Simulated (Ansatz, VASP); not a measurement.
SiC in VASP and in Ansatz

POSCAR

```
SiC
1.0
    3.0756941497      0.0000000000      0.0000000000
   -1.5378470748      2.6636292679      0.0000000000
    0.0000000000      0.0000000000     10.0706464800
Si C
4 4
Direct
    0.6666666700      0.3333333300      0.9378419800
    0.3333333300      0.6666666700      0.4378419800
    0.0000000000      0.0000000000      0.6878943800
    0.0000000000      0.0000000000      0.1878943800
    0.6666666700      0.3333333300      0.7498025900
    0.3333333300      0.6666666700      0.2498025900
    0.0000000000      0.0000000000      0.5004600500
    0.0000000000      0.0000000000      0.0004600500
```

Contents of INCAR.step1:

```
SYSTEM = SiC
ALGO = Normal
EDIFF = 1E-4
ENCUT = 520
GGA = PE
ISMEAR = 0
LASPH = .TRUE.
LCHARG = .FALSE.
LREAL = .FALSE.
LWAVE = .TRUE.
NBANDS = 26
NELM = 80
PREC = Accurate
SIGMA = 0.1
```

INCAR.step2

```
SYSTEM = SiC
ALGO = Normal
EDIFF = 1E-7
ENCUT = 520
ISIF = 2
ISMEAR = 0
ISTART = 1
LASPH = .TRUE.
LCHARG = .TRUE.
LELF = .TRUE.
LMIXTAU = .TRUE.
LREAL = .FALSE.
LVHAR = .TRUE.
LWAVE = .FALSE.
METAGGA = R2SCAN
NBANDS = 26
NELM = 80
PREC = Accurate
SIGMA = 0.1
```

KPOINTS

```
k-points
0
G
  6 6 2
  0 0 0
```

Input for Ansatz:

```yaml
crystal:
  lattice:
    - [3.0756941497, 0.0, 0.0]
    - [-1.5378470748, 2.6636292679, 0.0]
    - [0.0, 0.0, 10.07064648]
  atoms:
    - { symbol: Si, position: [0.66666667, 0.33333333, 0.93784198] }
    - { symbol: Si, position: [0.33333333, 0.66666667, 0.43784198] }
    - { symbol: Si, position: [0.0, 0.0, 0.68789438] }
    - { symbol: Si, position: [0.0, 0.0, 0.18789438] }
    - { symbol: C, position: [0.66666667, 0.33333333, 0.74980259] }
    - { symbol: C, position: [0.33333333, 0.66666667, 0.24980259] }
    - { symbol: C, position: [0.0, 0.0, 0.50046005] }
    - { symbol: C, position: [0.0, 0.0, 0.00046005] }
basis:
  ecutwfc: 500
kpoints:
  mp_grid: { grid: [6, 6, 2] }
hamiltonian:
  xc: r2scan
scf:
  occupations: { method: gaussian, width: 0.1 }
output:
  forces: true
  stress: true
  eigenvalues: true
```

The cell is a database's computed one.

Alike in both runs: task single point; functional r2SCAN; k mesh 6 × 6 × 2; occupations gaussian, width 0.1 eV; no spin polarisation.

|  | VASP | Ansatz |
| --- | --- | --- |
| version | VASP 6.6.1 | Ansatz 0.2.0 |
| potentials or method | VASP PAW PBE potentials, release 64 (Si, C) | scalar-relativistic, plane waves, PAW |
| plane-wave cutoff (eV) | 520 | 500 |
| valence electrons in the cell | 32 | 32 |

|  | VASP | Ansatz | Ansatz less VASP |
| --- | --- | --- | --- |
| gap on the k mesh at the Fermi level (eV) | 2.61 | 2.60 | -0.011 |
| least direct gap on the mesh (eV) | 3.79 | 3.78 | -0.013 |
| pressure (GPa) | 0.2 | 0.4 | +0.19 |
| largest component of the traceless stress (GPa) | 0.10 | 0.10 | +0.008 |

Caveats: the PAW data sets were made with another functional, which shifts forces and pressure a little (VASP). r2SCAN opens gaps a little over a GGA but as a rule still falls short of measured ones. A k mesh can miss the band edges.
